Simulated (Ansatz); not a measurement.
# Fe in Ru(0001), 2x2: scattering by a point defect, part 2 of 3

Wanted: the reflection from a plane of defects, Fe in Ru(0001), 2x2, and the resistivity it implies.

Ansatz 0.2.0; Ansatz plane-wave DFT, PBE, PAW files, collinear spin; ballistic transport by layer matching (Landauer), zero bias; PAW set soft_1 (the session's first sound run).

So far. Step 2 (Transmission at ideal sites): Open channels over k1 and k2. At 0.0000 eV from the Fermi level, spin down.

### 2. Transmission at ideal sites (continued)

Spin density in the ca plane at fractional y = 0.333, with atoms of Ru and Fe within 0.2 Å of it.

Ten even steps from '0' (-0.1 e/Å³) to '9' (3.2 e/Å³), each cell a mean:
```
00000000000000000000000000000000000000000000
00000000000000000000000000000000000000000000
00000000000000000000000000000000000000000000
00000000000000000000000000000000000000000000
00000000000000000000000000000000000000000000
00000000000000000000000000000000000000000000
00000000000000000000000000000000000000000000
00000000000000000000000000000000000000000000
00000000000000000000000000000000000000000000
00000000000000000000000000000000000000000000
00000000000000000000000025200000000000000000
00000000000000000000000159400000000000000000
00000000000000000000000024200000000000000000
00000000000000000000000000000000000000000000
```
Columns run along c (16.0 Å, from fractional 0.27 to 0.73 of the cell), rows up along a (5.4 Å). Atoms in or near the plane, at fractional coordinates: Ru at (0.28, 0.17), Ru at (0.28, 0.67), Ru at (0.41, 0.17), Ru at (0.41, 0.67), Fe at (0.53, 0.17), Ru at (0.53, 0.67), Ru at (0.66, 0.17), Ru at (0.66, 0.67).

ELF in the ca plane at fractional y = 0.333, with atoms of Ru and Fe within 0.2 Å of it. It is the smooth field of the valence electrons, not physical close to the nuclei.

Ten even steps from '0' (0.19) to '9' (0.89), each cell a mean:
```
11111013310111111023200100110023101111110133
11111013210101111023201101010023101111110133
13321111111123311111111134311111111133211111
45551110011255541110111355531110111455511100
55452011110254541111110354530111111454521111
45541110011155531110111255521100111455411100
13311101101123211111111123211011111123111011
11111013310111111023200111110023101111110133
11111013210101111023200100010023101111110133
13321111111123311111111000001111111133211111
45551110011255541110110046300110111455511100
55452011110254541111120169600211111454521111
45541110011155531110110035300110111455411100
13311101101123211111101000001011111123111011
```
Columns run along c (16.0 Å, from fractional 0.27 to 0.73 of the cell), rows up along a (5.4 Å). Atoms in or near the plane, at fractional coordinates: Ru at (0.28, 0.17), Ru at (0.28, 0.67), Ru at (0.41, 0.17), Ru at (0.41, 0.67), Fe at (0.53, 0.17), Ru at (0.53, 0.67), Ru at (0.66, 0.17), Ru at (0.66, 0.67).

Electrostatic potential energy in the ca plane at fractional y = 0.333, with atoms of Ru and Fe within 0.2 Å of it. With pseudopotentials it is smooth inside the atoms' cores, unlike the true potential.

Ten even steps from '0' (-70 eV) to '9' (24 eV), each cell a mean:
```
99999986689999999976799999999876799999999866
99999986689999999976799999999876899999999866
86579998899975689998899865689988999865799988
41038999999730158999999620269999998410379999
30027999999610038999999500059999998300279999
51148999999831159999999621279999998511489999
86689998899986789998899976799988999866899988
99999986689999999976799999999876799999999866
99999986689999999976799999999976899999999866
86579998899975689998899976799988999865799988
41038999999730158999999744479999998410379999
30027999999610038999999643469999998300279999
51148999999831259999999754579999998511489999
86689998899986789998899987899988999866899988
```
Columns run along c (16.0 Å, from fractional 0.27 to 0.73 of the cell; values clipped at the 3rd and 97th percentile), rows up along a (5.4 Å). Atoms in or near the plane, at fractional coordinates: Ru at (0.28, 0.17), Ru at (0.28, 0.67), Ru at (0.41, 0.17), Ru at (0.41, 0.67), Fe at (0.53, 0.17), Ru at (0.53, 0.67), Ru at (0.66, 0.17), Ru at (0.66, 0.67).

Nearest the Fermi level spin up passes 4.79 of 5.93 channels of the lower lead and spin down 5.28 of 5.93.

### 3. Resistance at ideal sites

This step: Ansatz plane-wave DFT, PBE, PAW files, collinear spin; ballistic transport by layer matching (Landauer), zero bias; area resistance of the defect plane and resistivity an atomic per cent; PAW set soft_1 (Ansatz 0.2.0).

This step gave:

```yaml
area_resistance: 0.09404 fΩ m²
t_over_the_leads_mean_channel_count: 0.8447
spin_asymmetry_gamma: -0.2975 (R down - R up) / (R down + R up)
resistivity_per_at_scaled_from_this_dense_plane_with_the_factor_3_over_4_for_isotropic_scattering: 1.318 µΩ cm
```

Averaged over the energies near the Fermi level, 84.5 % of the channels pass, which makes 0.0940 fΩ m².

By hand, with means over the energies near the Fermi level: RA per spin = A (h/e²)(1/T − ½[1/N₁ + 1/N₂]); spin up: 25.36×10⁻²⁰ m² × 25 813 Ω × (1/4.764 − ½[1/5.917 + 1/5.917]) = 0.268 fΩ m²; spin down: 25.36×10⁻²⁰ m² × 25 813 Ω × (1/5.231 − ½[1/5.917 + 1/5.917]) = 0.145 fΩ m². The spins conduct in parallel, so 1/RA = 1/0.268 + 1/0.145 and RA = 0.0940 fΩ m²; γ = (0.145 − 0.268)/(0.145 + 0.268) = -0.30.

### 4. Relaxing the neighbours

The neighbours of the defect are let go while the lead's layers stay on their sites, since a lead must repeat to 0.01 Å.

This step: Ansatz plane-wave DFT, PBE, PAW files, collinear spin; relaxation with the lead's layers held; PAW set soft_1 (Ansatz 0.2.0).

Contents of input.yaml:

```yaml
crystal:
  lattice:
    - [5.4116, 0.0, 0.0]
    - [-2.7058, 4.6865830751, 0.0]
    - [0.0, 0.0, 34.2552]
  atoms:
    - { symbol: Ru, position: [0.1666666667, 0.3333333333, 0.03125] }
    - { symbol: Ru, position: [0.1666666667, 0.8333333333, 0.03125] }
    - { symbol: Ru, position: [0.6666666667, 0.3333333333, 0.03125] }
    - { symbol: Ru, position: [0.6666666667, 0.8333333333, 0.03125] }
    - { symbol: Ru, position: [0.3333333333, 0.1666666667, 0.09375] }
    - { symbol: Ru, position: [0.3333333333, 0.6666666667, 0.09375] }
    - { symbol: Ru, position: [0.8333333333, 0.1666666667, 0.09375] }
    - { symbol: Ru, position: [0.8333333333, 0.6666666667, 0.09375] }
    - { symbol: Ru, position: [0.1666666667, 0.3333333333, 0.15625] }
    - { symbol: Ru, position: [0.1666666667, 0.8333333333, 0.15625] }
    - { symbol: Ru, position: [0.6666666667, 0.3333333333, 0.15625] }
    - { symbol: Ru, position: [0.6666666667, 0.8333333333, 0.15625] }
    - { symbol: Ru, position: [0.3333333333, 0.1666666667, 0.21875] }
    - { symbol: Ru, position: [0.3333333333, 0.6666666667, 0.21875] }
    - { symbol: Ru, position: [0.8333333333, 0.1666666667, 0.21875] }
    - { symbol: Ru, position: [0.8333333333, 0.6666666667, 0.21875] }
    - { symbol: Ru, position: [0.1666666667, 0.3333333333, 0.28125] }
    - { symbol: Ru, position: [0.1666666667, 0.8333333333, 0.28125] }
    - { symbol: Ru, position: [0.6666666667, 0.3333333333, 0.28125] }
    - { symbol: Ru, position: [0.6666666667, 0.8333333333, 0.28125] }
    - { symbol: Ru, position: [0.3333333333, 0.1666666667, 0.34375] }
    - { symbol: Ru, position: [0.3333333333, 0.6666666667, 0.34375] }
    - { symbol: Ru, position: [0.8333333333, 0.1666666667, 0.34375] }
    - { symbol: Ru, position: [0.8333333333, 0.6666666667, 0.34375] }
    - { symbol: Ru, position: [0.1666666667, 0.3333333333, 0.40625] }
    - { symbol: Ru, position: [0.1666666667, 0.8333333333, 0.40625] }
    - { symbol: Ru, position: [0.6666666667, 0.3333333333, 0.40625] }
    - { symbol: Ru, position: [0.6666666667, 0.8333333333, 0.40625] }
    - { symbol: Ru, position: [0.3333333333, 0.1666666667, 0.46875] }
    - { symbol: Ru, position: [0.3333333333, 0.6666666667, 0.46875] }
    - { symbol: Ru, position: [0.8333333333, 0.1666666667, 0.46875] }
    - { symbol: Ru, position: [0.8333333333, 0.6666666667, 0.46875] }
    - { symbol: Fe, position: [0.1666666667, 0.3333333333, 0.53125], spin: 3.0 }
    - { symbol: Ru, position: [0.1666666667, 0.8333333333, 0.53125] }
    - { symbol: Ru, position: [0.6666666667, 0.3333333333, 0.53125] }
    - { symbol: Ru, position: [0.6666666667, 0.8333333333, 0.53125] }
    - { symbol: Ru, position: [0.3333333333, 0.1666666667, 0.59375] }
    - { symbol: Ru, position: [0.3333333333, 0.6666666667, 0.59375] }
    - { symbol: Ru, position: [0.8333333333, 0.1666666667, 0.59375] }
    - { symbol: Ru, position: [0.8333333333, 0.6666666667, 0.59375] }
    - { symbol: Ru, position: [0.1666666667, 0.3333333333, 0.65625] }
    - { symbol: Ru, position: [0.1666666667, 0.8333333333, 0.65625] }
    - { symbol: Ru, position: [0.6666666667, 0.3333333333, 0.65625] }
    - { symbol: Ru, position: [0.6666666667, 0.8333333333, 0.65625] }
    - { symbol: Ru, position: [0.3333333333, 0.1666666667, 0.71875] }
    - { symbol: Ru, position: [0.3333333333, 0.6666666667, 0.71875] }
    - { symbol: Ru, position: [0.8333333333, 0.1666666667, 0.71875] }
    - { symbol: Ru, position: [0.8333333333, 0.6666666667, 0.71875] }
    - { symbol: Ru, position: [0.1666666667, 0.3333333333, 0.78125] }
    - { symbol: Ru, position: [0.1666666667, 0.8333333333, 0.78125] }
    - { symbol: Ru, position: [0.6666666667, 0.3333333333, 0.78125] }
    - { symbol: Ru, position: [0.6666666667, 0.8333333333, 0.78125] }
    - { symbol: Ru, position: [0.3333333333, 0.1666666667, 0.84375] }
    - { symbol: Ru, position: [0.3333333333, 0.6666666667, 0.84375] }
    - { symbol: Ru, position: [0.8333333333, 0.1666666667, 0.84375] }
    - { symbol: Ru, position: [0.8333333333, 0.6666666667, 0.84375] }
    - { symbol: Ru, position: [0.1666666667, 0.3333333333, 0.90625] }
    - { symbol: Ru, position: [0.1666666667, 0.8333333333, 0.90625] }
    - { symbol: Ru, position: [0.6666666667, 0.3333333333, 0.90625] }
    - { symbol: Ru, position: [0.6666666667, 0.8333333333, 0.90625] }
    - { symbol: Ru, position: [0.3333333333, 0.1666666667, 0.96875] }
    - { symbol: Ru, position: [0.3333333333, 0.6666666667, 0.96875] }
    - { symbol: Ru, position: [0.8333333333, 0.1666666667, 0.96875] }
    - { symbol: Ru, position: [0.8333333333, 0.6666666667, 0.96875] }
magnetization:
  spin_polarized: true
kpoints:
  mp_grid: { grid: [5, 5, 1] }
hamiltonian:
  xc: pbe
  pseudopotentials: { kind: paw, azcp: { folder: soft_1 } }
scf:
  occupations: { method: fermi_dirac, width: 0.1 }
relax:
  f_tol: 0.03
  max_steps: 40
  constraints:
    - { sites: [0, 1, 2, 3, 4, 5, 6, 7, 8, 9, 10, 11, 12, 13, 14, 15, 16, 17, 18, 19, 44, 45, 46, 47, 48, 49, 50, 51, 52, 53, 54, 55, 56, 57, 58, 59, 60, 61, 62, 63] }
```

Launch:

```
$ ansatz run input.yaml --threads 4 --pin off --max-ram 15360MiB --backend cpu --events-out ev --progress --plain --runs-dir out
```

Numbers of over 12 decimals in the logs are rounded to 6 here.

The program printed:

```text
Warning: crystal.symmetry: narrowed to the stabiliser of the relax constraints — unitary ops 12 → 6; lowered at sites 20, 21, 22, 23, 44, 45, 46, 47 (the operations that carried what is held of a site onto what its image site leaves free; the constrained walk keeps no symmetry that its constraints do not admit)
[...]
Crystal: 64 atoms, lattice volume = 868.777 Å³
Basis set: ecut = 420 eV, 16909 PW (Γ), exchange–correlation on 80×80×480 points (8 copies of the dense FFT grid, shifted against one another)
Bands: 617, of which v1, the nominal top of the filled ones, is band 512 counted from 1 (511 counted from 0)
Symmetry: 6 space group operations
k-points: 5 of 25 (time reversal used)
[...]
Starting moments: Σ|m| = 3 μB on 1 of 64 sites
[...]
SCF iter   1: F=—  HF=-374879.440101 eV  |F-HF|=—  |Δ(HF+E_count)|=         —  Δρ=6.11e-2 (↑6.11e-2 ↓6.09e-2)  dr2=1.28e2  dr2_m=7.84e-2  M=2.200 μB ∫|m|=3.431 μB  β_m=0.30  ethr=3.10e-3  ⟨swp⟩=5.0  Hψ=19965  notcnv=0  defer=2
[...]
SCF iter  18: F=-374840.777416 eV  HF=-374840.777417 eV  |F-HF|=1.09e-6  |Δ(HF+E_count)|=   9.10e-7  Δρ=5.00e-6 (↑5.00e-6 ↓2.86e-6)  dr2=1.16e-6  dr2_m=2.19e-8  M=1.329 μB ∫|m|=2.845 μB  ethr=6.03e-10  ⟨swp⟩=1.0  Hψ=14839  notcnv=0
SCF 1 converged in 18 iterations: F = -374840.777416 eV  dr2 = 1.16e-6
[...]
relax step   1: F+E_penalty+E_count = -374840.77741611 eV  Δ(F+E_penalty+E_count) = +0.000e0 eV  max|allowed force component| = 2.614e-1 eV/Å  Δτ_max = 0.0000 Å  (18 SCF iters, dr2 threshold 2.25e-5 eV, accepted)
[...]
Starting moments: Σ|m| = 3 μB on 1 of 64 sites; this step starts from the density that it was given
[...]
iter 1 solved again at ethr=1.31e-5 eV; its pass at ethr=3.10e-3 eV (dr2=1.34e-1 eV) is discarded
[...]
SCF iter  15: F=-374840.801784 eV  HF=-374840.801786 eV  |F-HF|=1.92e-6  |Δ(HF+E_count)|=   1.90e-8  Δρ=5.56e-6 (↑3.50e-6 ↓5.56e-6)  dr2=1.96e-6  dr2_m=1.11e-8  M=1.167 μB ∫|m|=2.563 μB  ethr=1.46e-11  ⟨swp⟩=1.0  Hψ=12810  notcnv=0
SCF 2 converged in 15 iterations: F = -374840.801784 eV  dr2 = 1.96e-6
relax step   2: F+E_penalty+E_count = -374840.80178423 eV  Δ(F+E_penalty+E_count) = -2.437e-2 eV  max|allowed force component| = 9.066e-2 eV/Å  Δτ_max = 0.0306 Å  (15 SCF iters, dr2 threshold 4.27e-6 eV, accepted)
SCF iter   1: F=—  HF=-374840.802703 eV  |F-HF|=—  |Δ(HF+E_count)|=         —  Δρ=3.45e-4 (↑3.45e-4 ↓3.30e-4)  dr2=2.34e-2  dr2_m=1.08e-4  M=1.160 μB ∫|m|=2.560 μB  β_m=0.65  ethr=1.14e-5  ⟨swp⟩=4.0  Hψ=13508  notcnv=0  defer=129
[...]
SCF iter  10: F=-374840.804352 eV  HF=-374840.804352 eV  |F-HF|=1.68e-8  |Δ(HF+E_count)|=   2.27e-9  Δρ=4.74e-7 (↑4.74e-7 ↓3.90e-7)  dr2=1.83e-8  dr2_m=2.08e-10  M=1.163 μB ∫|m|=2.564 μB  ethr=8.03e-12  ⟨swp⟩=1.0  Hψ=12380  notcnv=0
SCF 3 converged in 10 iterations: F = -374840.804352 eV  dr2 = 1.83e-8
relax step   3: F+E_penalty+E_count = -374840.80435152 eV  Δ(F+E_penalty+E_count) = -2.567e-3 eV  max|allowed force component| = 2.381e-2 eV/Å  Δτ_max = 0.0105 Å  (10 SCF iters, accepted)
SCF converged after 10 iterations
Magnetization: 1.1632 μB (512.5816 up, 511.4184 down)
Absolute magnetization: 2.5989 μB (∫|ρ↑−ρ↓|, with the PAW one-centre terms)
[...]
Per-site moments (μB) at R_I (Å): [(0.000867599, 1.093251), (-0.00134914, 1.093251), (-0.00134914, 1.093251), (-0.00134914, 1.093251), (-0.000805854, 1.093251), (-0.000805854, 1.093251), (-0.000805854, 1.093251), (0.00411995, 1.093251), (0.00394958, 1.093251), (-0.00219021, 1.093251), (-0.00219021, 1.093251), (-0.00219021, 1.093251), (-0.00232273, 1.093251), (-0.00232273, 1.093251), (-0.00232273, 1.093251), (0.004648 [...]
Free energy (F): -374840.804352 eV
[...]
Internal energy: -374838.704192 eV  (E = F + TS)
E sigma→0 (E₀):  -374839.754272 eV
Entropy (-TS):   -2.100159 eV (-32.815 meV/atom)
Fermi energy:    23.228351 eV
[...]
--- Forces (eV/Å), atoms counted from 1 ---
  atom   1  Ru    -0.00000000     0.00000000    -0.00002618
  atom   2  Ru    -0.00024079    -0.00013902    -0.00110552
  atom   3  Ru    -0.00000000     0.00027804    -0.00110552
  atom   4  Ru     0.00024079    -0.00013902    -0.00110552
  atom   5  Ru     0.00239961    -0.00138542    -0.00231372
  atom   6  Ru     0.00000000     0.00277083    -0.00231372
  atom   7  Ru    -0.00239961    -0.00138542    -0.00231372
  atom   8  Ru     0.00000000    -0.00000000     0.00248301
  atom   9  Ru    -0.00000000     0.00000000     0.01766153
  atom  10  Ru    -0.00180296    -0.00104094    -0.00110995
  atom  11  Ru     0.00000000     0.00208187    -0.00110995
  atom  12  Ru     0.00180296    -0.00104094    -0.00110995
  atom  13  Ru     0.00304580    -0.00175849     0.00264628
  atom  14  Ru     0.00000000     0.00351699     0.00264628
  atom  15  Ru    -0.00304580    -0.00175849     0.00264628
  atom  16  Ru     0.00000000    -0.00000000     0.02331041
  atom  17  Ru     0.00000000     0.00000000     0.08993827
  atom  18  Ru    -0.00617066    -0.00356263     0.05637811
  atom  19  Ru     0.00000000     0.00712526     0.05637811
  atom  20  Ru     0.00617066    -0.00356263     0.05637811
  atom  21  Ru    -0.00311988     0.00180126     0.00553028
  atom  22  Ru    -0.00000000    -0.00360253     0.00553028
  atom  23  Ru     0.00311988     0.00180126     0.00553028
  atom  24  Ru     0.00000000    -0.00000000    -0.00336417
  atom  25  Ru     0.00000000     0.00000000    -0.01642732
  atom  26  Ru     0.00589901     0.00340579     0.00596329
  atom  27  Ru     0.00000000    -0.00681159     0.00596329
  atom  28  Ru    -0.00589901     0.00340579     0.00596329
  atom  29  Ru     0.00049556    -0.00028611     0.00471544
  atom  30  Ru     0.00000000     0.00057223     0.00471544
  atom  31  Ru    -0.00049556    -0.00028611     0.00471544
  atom  32  Ru     0.00000000    -0.00000000    -0.00876421
  atom  33  Fe     0.00000000     0.00000000     0.00204601
  atom  34  Ru     0.00666788     0.00384970    -0.00110056
  atom  35  Ru     0.00000000    -0.00769940    -0.00110056
  atom  36  Ru    -0.00666788     0.00384970    -0.00110056
  atom  37  Ru     0.00047692    -0.00027535    -0.00353836
  atom  38  Ru     0.00000000     0.00055070    -0.00353836
  atom  39  Ru    -0.00047692    -0.00027535    -0.00353836
  atom  40  Ru     0.00000000    -0.00000000     0.01340419
[...]
atom  53  Ru     0.00301547    -0.00174098     0.00624769
  atom  54  Ru     0.00000000     0.00348196     0.00624769
  atom  55  Ru    -0.00301547    -0.00174098     0.00624769
  atom  56  Ru     0.00000000    -0.00000000    -0.00684782
  atom  57  Ru     0.00000000     0.00000000    -0.01005653
  atom  58  Ru    -0.00186315    -0.00107569     0.00240472
  atom  59  Ru     0.00000000     0.00215138     0.00240472
  atom  60  Ru     0.00186315    -0.00107569     0.00240472
  atom  61  Ru     0.00225144    -0.00129987     0.00081481
  atom  62  Ru     0.00000000     0.00259974     0.00081481
  atom  63  Ru    -0.00225144    -0.00129987     0.00081481
  atom  64  Ru     0.00000000    -0.00000000     0.00055141
  max |Σ_I F_I| component: 3.31e-5 eV/Å
--- Relaxed structure (3 steps of the walk, 3 accepted, 0 SCFs on fresh bases) ---
  F+E_penalty+E_count = -374840.80435152 eV   max|allowed force component| = 2.381e-2 eV/Å
  atoms:
    - { symbol: Ru, position: [0.166667, 0.333333, 0.03125] }
    - { symbol: Ru, position: [0.166667, 0.833333, 0.03125] }
    - { symbol: Ru, position: [0.666667, 0.333333, 0.03125] }
    - { symbol: Ru, position: [0.666667, 0.833333, 0.03125] }
    - { symbol: Ru, position: [0.333333, 0.166667, 0.093750] }
    - { symbol: Ru, position: [0.333333, 0.666667, 0.093750] }
    - { symbol: Ru, position: [0.833333, 0.166667, 0.093750] }
    - { symbol: Ru, position: [0.833333, 0.666667, 0.093750] }
    - { symbol: Ru, position: [0.166667, 0.333333, 0.15625] }
    - { symbol: Ru, position: [0.166667, 0.833333, 0.15625] }
    - { symbol: Ru, position: [0.666667, 0.333333, 0.15625] }
    - { symbol: Ru, position: [0.666667, 0.833333, 0.15625] }
    - { symbol: Ru, position: [0.333333, 0.166667, 0.218750] }
    - { symbol: Ru, position: [0.333333, 0.666667, 0.218750] }
    - { symbol: Ru, position: [0.833333, 0.166667, 0.218750] }
    - { symbol: Ru, position: [0.833333, 0.666667, 0.218750] }
    - { symbol: Ru, position: [0.166667, 0.333333, 0.28125] }
    - { symbol: Ru, position: [0.166667, 0.833333, 0.28125] }
    - { symbol: Ru, position: [0.666667, 0.333333, 0.28125] }
    - { symbol: Ru, position: [0.666667, 0.833333, 0.28125] }
    - { symbol: Ru, position: [0.333276, 0.166724, 0.343903] }
    - { symbol: Ru, position: [0.333276, 0.666553, 0.343903] }
    - { symbol: Ru, position: [0.833447, 0.166724, 0.343903] }
    - { symbol: Ru, position: [0.833333, 0.666667, 0.344146] }
    - { symbol: Ru, position: [0.166667, 0.333333, 0.406638] }
    - { symbol: Ru, position: [0.167394, 0.833697, 0.406643] }
    - { symbol: Ru, position: [0.666303, 0.332606, 0.406643] }
    - { symbol: Ru, position: [0.666303, 0.833697, 0.406643] }
    - { symbol: Ru, position: [0.331405, 0.168595, 0.469399] }
    - { symbol: Ru, position: [0.331405, 0.662810, 0.469399] }
    - { symbol: Ru, position: [0.837190, 0.168595, 0.469399] }
    - { symbol: Ru, position: [0.833333, 0.666667, 0.469004] }
    - { symbol: Fe, position: [0.166667, 0.333333, 0.531334] }
    - { symbol: Ru, position: [0.165561, 0.832781, 0.531328] }
    - { symbol: Ru, position: [0.667219, 0.334439, 0.531328] }
    - { symbol: Ru, position: [0.667219, 0.832781, 0.531328] }
    - { symbol: Ru, position: [0.331418, 0.168582, 0.593250] }
    - { symbol: Ru, position: [0.331418, 0.662837, 0.593250] }
    - { symbol: Ru, position: [0.837163, 0.168582, 0.593250] }
    - { symbol: Ru, position: [0.833333, 0.666667, 0.593646] }
    - { symbol: Ru, position: [0.166667, 0.333333, 0.655996] }
[...]
- { symbol: Ru, position: [0.333333, 0.166667, 0.84375] }
    - { symbol: Ru, position: [0.333333, 0.666667, 0.84375] }
    - { symbol: Ru, position: [0.833333, 0.166667, 0.84375] }
    - { symbol: Ru, position: [0.833333, 0.666667, 0.84375] }
    - { symbol: Ru, position: [0.166667, 0.333333, 0.906250] }
    - { symbol: Ru, position: [0.166667, 0.833333, 0.906250] }
    - { symbol: Ru, position: [0.666667, 0.333333, 0.906250] }
    - { symbol: Ru, position: [0.666667, 0.833333, 0.906250] }
    - { symbol: Ru, position: [0.333333, 0.166667, 0.96875] }
    - { symbol: Ru, position: [0.333333, 0.666667, 0.96875] }
    - { symbol: Ru, position: [0.833333, 0.166667, 0.96875] }
    - { symbol: Ru, position: [0.833333, 0.666667, 0.96875] }
```

Wall time 31 min (4 threads of Arm Neoverse V1, shared host); peak memory 9.5 GiB; 2 h of CPU time.

The steps of the relaxation:

```
step  energy less that of the first step (eV)  largest force component (eV/Å)
   1                                   0.0000                          0.2614
   2                                  -0.0244                          0.0907
   3                                  -0.0269                          0.0238
```

The atoms that moved most (Å):

```
atom      dx      dy      dz  length
Ru31   0.016   0.009   0.022   0.029
Ru29  -0.016   0.009   0.022   0.029
Ru30   0.000  -0.018   0.022   0.029
Ru39   0.016   0.009  -0.017   0.025
Ru37  -0.016   0.009  -0.017   0.025
Ru38   0.000  -0.018  -0.017   0.025
Ru27   0.000  -0.003   0.013   0.014
Ru26   0.003   0.002   0.013   0.014
```

Numbers from this step:

| Property | Result |
| --- | --- |
| free energy | -374840.8044 eV |
| energy at zero smearing | -374839.7543 eV |
| magnetization | 1.163 μB |
| absolute magnetization | 2.599 μB |

The largest force component on a free atom ends at 0.024 eV/Å, under the tolerance of 0.03, after 3 steps.

[end of part 2 of 3]

[Logs are printed without paths, hosts, clocks, repeated set-up lines and the standing remarks that a program may print on its own settings, such as how far it seeks lower states.]

[Hosts, paths, dates, database ids (printed as entryN), source tags and the programs' standing remarks are cut or masked in the printed files.]
